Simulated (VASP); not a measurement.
# PbF2 (Fluorocronite): F into a neighbouring F vacancy, part 2 of 5

Aim: the barrier for one hop in PbF2 (Fluorocronite): F into a neighbouring F vacancy. The start is a cell from a database of measured crystal structures.

VASP 6.6.1; PBEsol; plane waves and PAW (Pb, F).

So far. Step 2 (Relax the host): The run ended after 2 ionic steps, 0.020 eV below its first step, once forces and stress met EDIFFG = -0.02.

The database entry behind the starting cell differs from later determinations by our own check (0.1 to 0.3 % short, probably kX units), so it need not match the best structure at ambient conditions.

## Step 3: Relax the start

System of this step: Fluorocronite. The cell holds 35 atoms: 12 Pb and 23 F. Its edges and angles: a = 8.275 Å, b = 8.275 Å, c = 12.413 Å, α = 60.0°, β = 60.0°, γ = 60.0°. It derives from PbF2 (Fluorocronite). Nearest the centre at fractional (0.250, 0.250, 0.333): F25 at 1.46 Å, Pb5 at 2.06 Å, Pb8 at 2.09 Å, F18 at 3.26 Å, F28 at 3.26 Å, F15 at 3.27 Å, F31 at 3.27 Å, F30 at 3.28 Å. The cell carries charge +1.

A path needs two true minima; the start is relaxed with symmetry off.

This cell carries charge +1, set by NELECT and balanced by a uniform background.

INCAR

```
SYSTEM = Pb12F23
PREC = Normal
ENCUT = 400
EDIFF = 1E-05
NELM = 120
ISMEAR = 0
SIGMA = 0.05
LREAL = Auto
ALGO = Fast
GGA = PS
NELECT = 208
LORBIT = 11
LWAVE = .FALSE.
LCHARG = .FALSE.
NCORE = 6
IBRION = 2
NSW = 60
ISIF = 2
EDIFFG = -0.05
POTIM = 0.4
MAXMIX = 40
ISYM = 0
```

POSCAR

```
Pb12F23
1.0
    0.0000000000      5.8514291068      5.8514291068
    5.8514291068      0.0000000000      5.8514291068
    8.7771436602      8.7771436602      0.0000000000
Pb F
12 23
Direct
    0.0013782463     -0.0002488228      0.0009533457
    0.0045371611     -0.0030114669      0.3323715444
    0.0025338147     -0.0012877178      0.6663016191
    0.0004802292      0.5013884185     -0.0002553886
    0.0001562436      0.4981958878      0.3328579569
   -0.0014553382      0.5004557303      0.6677274048
    0.5009106466     -0.0008828169     -0.0011931477
    0.5044030116     -0.0009620597      0.3333467051
    0.5011063573     -0.0017037228      0.6616247034
    0.5014580290      0.4992847705     -0.0004852027
    0.4938349001      0.5048744579      0.3349094987
    0.4987473056      0.5035190241      0.6689754032
    0.3733480889      0.3772243003      0.5806792281
    0.3715485478      0.3761162051      0.9161709345
    0.3733406141      0.8763235023      0.2489535031
    0.3740323929      0.8742371182      0.5840594931
    0.3760566089      0.8750400405      0.9179929145
    0.8767917717      0.3714943222      0.2504726618
    0.8732286706      0.3798969494      0.5820719958
    0.8723637467      0.3765633548      0.9155787127
    0.8736951921      0.8729477198      0.2514914667
    0.8764359021      0.8719687624      0.5828308476
    0.8730777799      0.8712867169      0.9196788226
    0.1261496884      0.1228333743      0.0853574108
    0.1281043783      0.1227618939      0.4163111783
    0.1203465777      0.1245886142      0.7523156572
    0.1257511096      0.6268989228      0.0818167092
    0.1198394741      0.6260754962      0.4163908898
    0.1235571604      0.6242545080      0.7525108367
    0.6265637662      0.1250372251      0.0833061268
    0.6237787857      0.1258970941      0.4180652494
    0.6233999406      0.1189067105      0.7534723700
    0.6228574575      0.6222707447      0.0848368905
    0.6247921024      0.6281557067      0.4153212265
    0.6284411917      0.6257247773      0.7492306353
```

KPOINTS

```
Automatic mesh
0
Gamma
2 2 1
0 0 0
```

The projector-augmented-wave data sets are Pb and F (PBE family, release 64).

Started as:

```console
$ mpirun -np 6 vasp_std
```

The program printed:

```text
[banner, memory and clock lines left out]
running    6 mpi-ranks, on    1 nodes
 distrk:  each k-point on    6 cores,    1 groups
 distr:  one band on    6 cores,    1 groups

 POSCAR found type information on POSCAR PbF
 POSCAR found :  2 types and      35 ions
 [... a notice as in an earlier step ...]

 [... a notice as in an earlier step ...]

 LDA part: xc-table for (Slater+PW92), standard interpolation
|                                                                             |
|           W    W    AA    RRRRR   N    N  II  N    N   GGGG   !!!           |
|           W    W   A  A   R    R  NN   N  II  NN   N  G    G  !!!           |
|           W    W  A    A  R    R  N N  N  II  N N  N  G       !!!           |
|           W WW W  AAAAAA  RRRRR   N  N N  II  N  N N  G  GGG   !            |
|           WW  WW  A    A  R   R   N   NN  II  N   NN  G    G                |
|           W    W  A    A  R    R  N    N  II  N    N   GGGG   !!!           |
|                                                                             |
|     Your reciprocal lattice and k-lattice belong to different lattice       |
|     classes:                                                                |
|                                                                             |
|        The reciprocal lattice is body-centered orthorhombic,                |
|        whereas your k-lattice is base-centered monoclinic.                  |
|                                                                             |
|     Results are often still useful ...                                      |
|                                                                             |

 POSCAR, INCAR and KPOINTS ok, starting setup
 FFT: planning ... GRIDC
 FFT: planning ... GRID_SOFT
 FFT: planning ... GRID
 WAVECAR not read
 entering main loop
       N       E                     dE             d eps       ncg     rms          rms(c)
DAV:   1     0.156106230259E+04    0.15611E+04   -0.88202E+04  1016   0.122E+03
DAV:   2    -0.331420565786E+02   -0.15942E+04   -0.15310E+04  1240   0.312E+02
DAV:   3    -0.193334434572E+03   -0.16019E+03   -0.15890E+03  1124   0.105E+02
DAV:   4    -0.196528694263E+03   -0.31943E+01   -0.31802E+01  1184   0.154E+01
DAV:   5    -0.196627074624E+03   -0.98380E-01   -0.98310E-01  1168   0.241E+00BRMIX: very serious problems
 the old and the new charge density differ
 old charge density:   209.00000 new  207.99999
    0.408E+01
RMM:   6    -0.178527135773E+03    0.18100E+02   -0.73444E+01   992   0.222E+01    0.251E+01
RMM:   7    -0.178675390317E+03   -0.14825E+00   -0.12126E+01  1050   0.546E+00    0.172E+01
RMM:   8    -0.178480141339E+03    0.19525E+00   -0.17705E+00   993   0.396E+00    0.694E+00
RMM:   9    -0.178545199670E+03   -0.65058E-01   -0.69215E-01  1146   0.155E+00    0.272E+00
RMM:  10    -0.178553582064E+03   -0.83824E-02   -0.88008E-02  1114   0.561E-01    0.148E+00
RMM:  11    -0.178550348410E+03    0.32337E-02   -0.30049E-02   993   0.422E-01    0.128E-01
RMM:  12    -0.178551322611E+03   -0.97420E-03   -0.71951E-03  1128   0.152E-01    0.326E-01
RMM:  13    -0.178551245372E+03    0.77240E-04   -0.73471E-04  1050   0.657E-02    0.110E-01
RMM:  14    -0.178551347508E+03   -0.10214E-03   -0.59485E-04   996   0.556E-02    0.556E-02
RMM:  15    -0.178551377041E+03   -0.29533E-04   -0.20506E-04  1070   0.263E-02    0.312E-02
RMM:  16    -0.178551376279E+03    0.76240E-06   -0.64697E-05   852   0.228E-02
   1 F= -.17855138E+03 E0= -.17855138E+03  d E =-.178551E+03
 curvature:   0.00 expect dE= 0.000E+00 dE for cont linesearch  0.000E+00
 trial: gam= 0.00000 g(F)=  0.295E+00 g(S)=  0.000E+00 ort = 0.000E+00 (trialstep = 0.100E+01)
 search vector abs. value=  0.295E+00
 bond charge predicted
       N       E                     dE             d eps       ncg     rms          rms(c)
DAV:   1    -0.178714640860E+03   -0.16326E+00   -0.38401E+01  1056   0.229E+01    0.186E+00
RMM:   2    -0.178807744383E+03   -0.93104E-01   -0.11356E+00   992   0.339E+00    0.240E+00
RMM:   3    -0.178792610230E+03    0.15134E-01   -0.10907E-01  1021   0.972E-01    0.986E-01
RMM:   4    -0.178791804114E+03    0.80612E-03   -0.27477E-02  1028   0.440E-01    0.571E-01
RMM:   5    -0.178791358177E+03    0.44594E-03   -0.13091E-02   992   0.343E-01    0.192E-01
RMM:   6    -0.178790790869E+03    0.56731E-03   -0.25847E-03   999   0.132E-01    0.996E-02
RMM:   7    -0.178790928359E+03   -0.13749E-03   -0.13504E-03  1034   0.832E-02    0.755E-02
RMM:   8    -0.178791000163E+03   -0.71804E-04   -0.27571E-04  1015   0.330E-02    0.133E-01
RMM:   9    -0.178790997997E+03    0.21659E-05   -0.72299E-05   821   0.150E-02
   2 F= -.17879100E+03 E0= -.17879100E+03  d E =-.239622E+00
[...]
3 F= -.17893180E+03 E0= -.17893180E+03  d E =-.380423E+00
[...]
4 F= -.17896903E+03 E0= -.17896903E+03  d E =-.372287E-01
[...]
5 F= -.17898996E+03 E0= -.17898996E+03  d E =-.581599E-01
[...]
6 F= -.17899985E+03 E0= -.17899985E+03  d E =-.988682E-02
[...]
7 F= -.17900271E+03 E0= -.17900271E+03  d E =-.127544E-01
 curvature:  -1.92 expect dE=-0.361E-02 dE for cont linesearch -0.130E-04
 trial: gam= 0.24911 g(F)=  0.188E-02 g(S)=  0.000E+00 ort =-0.258E-03 (trialstep = 0.201E+01)
 search vector abs. value=  0.237E-02
 bond charge predicted
       N       E                     dE             d eps       ncg     rms          rms(c)
DAV:   1    -0.179001108451E+03    0.16056E-02   -0.20225E+00  1016   0.531E+00    0.326E-01
RMM:   2    -0.179005820656E+03   -0.47122E-02   -0.49285E-02   992   0.734E-01    0.349E-01
RMM:   3    -0.179005623673E+03    0.19698E-03   -0.35778E-03  1024   0.187E-01    0.206E-01
RMM:   4    -0.179005670276E+03   -0.46602E-04   -0.11911E-03  1036   0.829E-02    0.147E-01
RMM:   5    -0.179005638667E+03    0.31608E-04   -0.25835E-04  1025   0.376E-02    0.156E-01
RMM:   6    -0.179005632439E+03    0.62285E-05   -0.11741E-04   988   0.216E-02    0.151E-01
RMM:   7    -0.179005613483E+03    0.18956E-04   -0.17902E-05   589   0.904E-03    0.127E-01
RMM:   8    -0.179005592492E+03    0.20992E-04   -0.23756E-05   625   0.896E-03    0.992E-02
RMM:   9    -0.179005574831E+03    0.17661E-04   -0.34266E-05   668   0.990E-03    0.645E-02
RMM:  10    -0.179005570214E+03    0.46166E-05   -0.11011E-05   576   0.669E-03
   8 F= -.17900557E+03 E0= -.17900557E+03  d E =-.285633E-02
 trial-energy change:   -0.002856  1 .order   -0.002859   -0.003657   -0.002060
 step:   4.6046(harm=  4.6046)  dis= 0.00987  next Energy=  -179.006901 (dE=-0.419E-02)
 reached required accuracy - stopping structural energy minimisation
```

It took 4.5 min on 6 MPI ranks of AMD EPYC 7R43, shared host; peak memory 0.83 GiB.

Parts of OUTCAR (step 3):

```text
NELECT = 208

 ion  position               nearest neighbor table
   1  0.001  1.000  0.001-  27 2.52  26 2.52  24 2.53  17 2.53  30 2.53  21 2.54  20 2.55  23 2.56
                             2 4.12   7 4.12   8 4.12   4 4.14   5 4.14  10 4.14   6 4.14  10 4.14
   2  0.005  0.997  0.332-  15 2.49  24 2.50  28 2.51  18 2.53  25 2.54  22 2.54  21 2.54  31 2.57
                            11 4.06   1 4.12   7 4.12   8 4.12   9 4.13   5 4.13   6 4.14
   3  0.003  0.999  0.666-  16 2.51  26 2.52  29 2.53  25 2.53  22 2.55  32 2.56  23 2.57  19 2.58
                             9 4.10  12 4.10   4 4.13   6 4.13   5 4.14   7 4.14
   4  0.000  0.501  1.000-  23 2.50  29 2.51  14 2.51  27 2.53  18 2.54  33 2.55  24 2.56  20 2.56
                            12 4.11   5 4.12   7 4.13   3 4.13   6 4.13   1 4.14  10 4.14  10 4.14
   5  0.000  0.498  0.333-  28 2.52  18 2.52  19 2.53  21 2.53  34 2.54  25 2.54  27 2.54   4 4.12
                             8 4.12  11 4.13   2 4.13   1 4.14   3 4.14
   6  0.999  0.500  0.668-  35 2.50  22 2.51  20 2.51  19 2.53  13 2.53  26 2.54  29 2.54  28 2.55
                            11 4.12  12 4.12  10 4.12   9 4.12   3 4.13   4 4.13   2 4.14   1 4.14
   7  0.501  0.999  0.999-  32 2.49  17 2.50  23 2.51  24 2.53  15 2.54  33 2.55  14 2.55  30 2.56
                             1 4.12   2 4.12   4 4.13  10 4.13  11 4.13  12 4.13   3 4.14
   8  0.504  0.999  0.333-  21 2.50  34 2.51  31 2.52  30 2.53  16 2.54  25 2.54  15 2.57   9 4.06
                             1 4.12   5 4.12  11 4.12   2 4.12  12 4.13
   9  0.501  0.998  0.662-  31 2.47  16 2.48  35 2.52  22 2.54  13 2.56  32 2.57  26 2.57  17 2.60
                             8 4.06  12 4.06   3 4.10   6 4.12  11 4.12   2 4.13
  10  0.501  0.499  1.000-  20 2.51  33 2.52  30 2.53  35 2.54  27 2.54  17 2.54  14 2.55  12 4.10
                             6 4.12   7 4.13   1 4.14   4 4.14   4 4.14   1 4.14
  11  0.494  0.505  0.335-  13 2.49  15 2.51  28 2.53  34 2.53  33 2.54  31 2.56  18 2.59   2 4.06
                             6 4.12   8 4.12   9 4.12   5 4.13   7 4.13
  12  0.499  0.504  0.669-  16 2.51  14 2.51  35 2.52  19 2.53  29 2.54  34 2.57  13 2.60  32 2.60
                             9 4.06  10 4.10   3 4.10   4 4.11   6 4.12   8 4.13   7 4.13
  13  0.373  0.377  0.581-  11 2.49   6 2.53   9 2.56  12 2.60
  14  0.372  0.376  0.916-  12 2.51   4 2.51   7 2.55  10 2.55
  15  0.373  0.876  0.249-   2 2.49  11 2.51   7 2.54   8 2.57
  16  0.374  0.874  0.584-   9 2.48  12 2.51   3 2.51   8 2.54
  17  0.376  0.875  0.918-   7 2.50   1 2.53  10 2.54   9 2.60
  18  0.877  0.371  0.250-   5 2.52   2 2.53   4 2.54  11 2.59
  19  0.873  0.380  0.582-   5 2.53   6 2.53  12 2.53   3 2.58
  20  0.872  0.377  0.916-  10 2.51   6 2.51   1 2.55   4 2.56
  21  0.874  0.873  0.251-   8 2.50   5 2.53   1 2.54   2 2.54
  22  0.876  0.872  0.583-   6 2.51   9 2.54   2 2.54   3 2.55
  23  0.873  0.871  0.920-   4 2.50   7 2.51   1 2.56   3 2.57
  24  0.126  0.123  0.085-   2 2.50   1 2.53   7 2.53   4 2.56
  25  0.128  0.123  0.416-   3 2.53   2 2.54   5 2.54   8 2.54
  26  0.120  0.125  0.752-   3 2.52   1 2.52   6 2.54   9 2.57
  27  0.126  0.627  0.082-   1 2.52   4 2.53  10 2.54   5 2.54
[...]
34  0.625  0.628  0.415-   8 2.51  11 2.53   5 2.54  12 2.57
  35  0.628  0.626  0.749-   6 2.50  12 2.52   9 2.52  10 2.54

 Found      4 irreducible k-points:

   k-points           NKPTS =      4   k-points in BZ     NKDIM =      4   number of bands    NBANDS=    124

   dimension x,y,z NGX =    40 NGY =   40 NGZ =   64
   dimension x,y,z NGXF=    80 NGYF=   80 NGZF=  128

   ENCUT  =  400.0 eV  29.40 Ry    5.42 a.u.  13.49 13.49 20.24*2*pi/ulx,y,z

 E-fermi :   0.9608

 k-point     1 :       0.0000    0.0000    0.0000
  band No.  band energies     occupation
    ...
    100       0.5290      2.00000
    101       0.5406      2.00000
    102       0.5662      2.00000
    103       0.5918      2.00000
    104       0.6423      2.00000
    105       4.3332      0.00000
    106       5.1375      0.00000
    107       5.3498      0.00000
    108       5.4846      0.00000
    109       5.5144      0.00000
    ...

 k-point     2 :       0.5000    0.0000    0.0000
  band No.  band energies     occupation
    ...
    100       0.5367      2.00000
    101       0.5520      2.00000
    102       0.5850      2.00000
    103       0.6537      2.00000
    104       0.6566      2.00000
    105       4.7766      0.00000
    106       5.4612      0.00000
    107       5.5986      0.00000
    108       5.7051      0.00000
    109       5.8268      0.00000
    ...

  Total      -34.5295021    -34.5175563    -34.3599871      0.1582734      0.0601552      0.0288674
  in kB      -92.0436434    -92.0118001    -91.5917752      0.4219019      0.1603529      0.0769503
  external PRESSURE =     -91.8824062 kB  Pullay stress =       0.0000000 kB

  energy-cutoff  :      400.00
  volume of cell :      601.05
      direct lattice vectors                 reciprocal lattice vectors
     0.000000000  5.851429107  5.851429107    -0.085449211  0.085449211  0.085449211
     5.851429107  0.000000000  5.851429107     0.085449211 -0.085449211  0.085449211
     8.777143660  8.777143660  0.000000000     0.056966141  0.056966141 -0.056966141

 POSITION                                       TOTAL-FORCE (eV/Angst)
 -----------------------------------------------------------------------------------
     14.62304      8.77911      5.84810         0.012950      0.000004     -0.003987
      8.77967      2.93161      5.85123        -0.001186     -0.008465      0.010686
     11.69811      5.85120      5.84815         0.005021     -0.005134     -0.019689
      2.94307      5.85167      8.77173        -0.013325      0.004355     -0.017648
      5.90528      8.73244      8.71704         0.007630     -0.008816     -0.009057
      8.75815      5.85613      2.93797         0.013615     -0.006325      0.000452
      5.84031      2.93516      8.76841         0.020686     -0.006173     -0.006776
      8.72824      5.90914      8.73326        -0.016414      0.004801     -0.035004
      5.85153      8.75198      2.94306         0.008448      0.018996     -0.002748
     11.63019     11.63543      5.93172        -0.011376     -0.009660      0.014072
      5.90803      5.89377      5.90151        -0.005606      0.017805      0.024924
      8.81246      8.80680      5.79237        -0.031680     -0.018599     -0.004041
      7.31230      7.30185      4.43296         0.004080      0.012148     -0.017676
     10.23274     10.23033      4.41715         0.021510      0.027119     -0.029103
      7.32496      4.46264      7.30259         0.005610     -0.004512     -0.006424
     10.18672      7.31842      7.31770         0.007838     -0.008587     -0.002810
     13.13636     10.24773      7.32021        -0.001075     -0.026922      0.009496
      4.46433      7.32203      7.29477        -0.008809      0.007297     -0.001230
      7.31523     10.17819      7.32231         0.000009      0.021643     -0.011367
     10.24332     13.13056      7.31972        -0.021856      0.005459      0.012466
      7.32222      7.32971     10.16205         0.014104      0.004310      0.013692
     10.22963     10.23200     10.23407        -0.005352     -0.006720      0.022978
     13.16652     13.17375     10.22536         0.004098     -0.005540      0.017554
      1.46845      1.47730      1.45372         0.009822      0.000800     -0.012323
      4.37457      4.38444      1.52078         0.006109     -0.008230     -0.012425
      7.31858      7.31555      1.45843        -0.012291     -0.008769      0.016869
      4.39499      1.51266      4.37736        -0.002750      0.013355      0.006884
      7.24061      4.37539      4.39844         0.001010      0.000718      0.011094
     10.24434      7.32671      4.37840         0.016250     -0.019730     -0.023817
      1.52366      4.40229      4.38134         0.001618     -0.007901      0.008322
      4.38623      7.24815      4.39701        -0.014893     -0.009669      0.014259
      7.32261     10.23714      4.37324        -0.006110      0.029502     -0.007888
      4.39975      4.39536      7.24466        -0.000928     -0.000745      0.015681
      7.26844      7.26310      7.35680        -0.003266      0.003101      0.003175
     10.27518     10.27265      7.27371        -0.003491     -0.000918      0.021410
 -----------------------------------------------------------------------------------
    total drift:                               -0.016939     -0.016126     -0.018531

  FREE ENERGIE OF THE ION-ELECTRON SYSTEM (eV)
  ---------------------------------------------------
  free  energy   TOTEN  =      -179.0055702141 eV

  energy  without entropy=     -179.0055702141  energy(sigma->0) =     -179.00557021

 total charge
# of ion       s       p       d       tot
------------------------------------------
    1        1.855   0.607   0.136   2.598
    2        1.856   0.610   0.137   2.603
    3        1.855   0.607   0.136   2.598
    4        1.856   0.612   0.138   2.606
    5        1.842   0.686   0.158   2.686
    6        1.857   0.617   0.139   2.613
    7        1.856   0.612   0.138   2.606
    8        1.842   0.685   0.157   2.685
    9        1.857   0.617   0.140   2.613
   10        1.838   0.695   0.156   2.689
   11        1.843   0.691   0.160   2.693
   12        1.858   0.647   0.149   2.654
   13        1.776   4.332   0.000   6.109
   14        1.776   4.333   0.000   6.109
   15        1.776   4.333   0.000   6.110
   16        1.776   4.330   0.000   6.106
   17        1.776   4.331   0.000   6.106
   18        1.776   4.333   0.000   6.109
   19        1.776   4.330   0.000   6.106
   20        1.776   4.330   0.000   6.106
   21        1.776   4.333   0.000   6.109
   22        1.776   4.329   0.000   6.105
   23        1.776   4.330   0.000   6.105
   24        1.776   4.328   0.000   6.103
   25        1.776   4.327   0.000   6.103
   26        1.776   4.329   0.000   6.105
   27        1.776   4.326   0.000   6.102
   28        1.776   4.328   0.000   6.105
   29        1.776   4.331   0.000   6.106
   30        1.776   4.326   0.000   6.102
   31        1.776   4.328   0.000   6.105
   32        1.776   4.330   0.000   6.106
   33        1.776   4.328   0.000   6.104
   34        1.778   4.335   0.000   6.112
   35        1.777   4.333   0.000   6.110
--------------------------------------------------
tot         63.066 107.279   1.743 172.088

[... 1 part as in an earlier step ...]

[... 4 further parts left out ...]
```

(Part 2 of 5 ends here.)

[Lines on the potential files, build, host, timing and source positions are cut from VASP's logs without a mark.]

[Logs are printed without paths, hosts, clocks, repeated set-up lines and the standing remarks that a program may print on its own settings, such as how far it seeks lower states.]

[Hosts, paths, dates, database ids (printed as entryN), source tags and the programs' standing remarks are cut or masked in the printed files.]

[Runs that stopped without an error message from VASP are left out.]
